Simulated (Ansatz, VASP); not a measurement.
## Two plane-wave programs on Cu

The input INCAR:

```
SYSTEM = Cu
PREC     = Accurate       ! precision mode
ENCUT    = 520            ! plane-wave cutoff, eV
EDIFF    = 1E-8           ! SCF threshold, eV
ISMEAR   = -1             ! smearing method
SIGMA    = 0.08           ! smearing width, eV
LREAL    = .False.        ! projectors in reciprocal space
LASPH    = .True.         ! aspherical terms in the spheres
NELM     = 100            ! most SCF steps
ALGO     = Normal         ! electronic algorithm
ISIF     = 2              ! what is computed and relaxed
LWAVE    = .False.        ! write WAVECAR
LCHARG   = .False.        ! write CHGCAR
GGA      = PS             ! functional
LEFG     = .True.       
NBANDS   = 12             ! bands
```

KPOINTS

```
regular mesh
0
Gamma
  19 19 19
  0 0 0
```

The input POSCAR:

```
Cu
1.0
   -0.0542250000      1.7803875000      1.7803875000
    1.7803875000     -0.0542250000      1.7803875000
    1.7803875000      1.7803875000     -0.0542250000
Cu
1
Direct
    0.0000000000      0.0000000000      0.0000000000
```

Input for Ansatz:

```yaml
crystal:
  lattice:
    - [-0.054225, 1.7803875, 1.7803875]
    - [1.7803875, -0.054225, 1.7803875]
    - [1.7803875, 1.7803875, -0.054225]
  atoms:
    - { symbol: Cu, position: [0.0, 0.0, 0.0] }
kpoints:
  mp_grid: { grid: [19, 19, 19] }
scf:
  occupations: { method: fermi_dirac, width: 0.08 }
hamiltonian:
  xc: pbesol
  pseudopotentials: { kind: paw }
output:
  forces: true
  stress: true
  eigenvalues: true
  efg: { contact_densities: true }
```

Change from the starting cell: equal xy, yz and zx shear strains of -3 %, PAW files.

Alike in both runs: task electric field gradients; functional PBEsol; k mesh 19 × 19 × 19; occupations fermi-dirac, width 0.08 eV; no spin polarisation.

|  | VASP | Ansatz |
| --- | --- | --- |
| version | VASP 6.6.1 | Ansatz 0.2.0 |
| potentials or method | VASP PAW PBE potentials, release 64 (Cu) | PAW with Ansatz's default frozen-core files, scalar-relativistic |
| plane-wave cutoff (eV) | 520 | 420 |
| valence electrons in the cell | 11 | 19 |

```csv
,VASP,Ansatz,Ansatz less VASP
pressure (GPa),-5.4,-6.1,-0.68
largest component of the traceless stress (GPa),2.06,2.08,+0.023
Vzz of the field gradient on the site that differs most (V/Å²),-1.8,-0.4,+1.48
```

The functional is the same, so the differences come from potentials, cutoffs and numerics. The two sets of potentials don't hold the same shells in valence.

Caveats: the PAW data sets were made with another functional, which shifts forces and pressure a little (VASP).
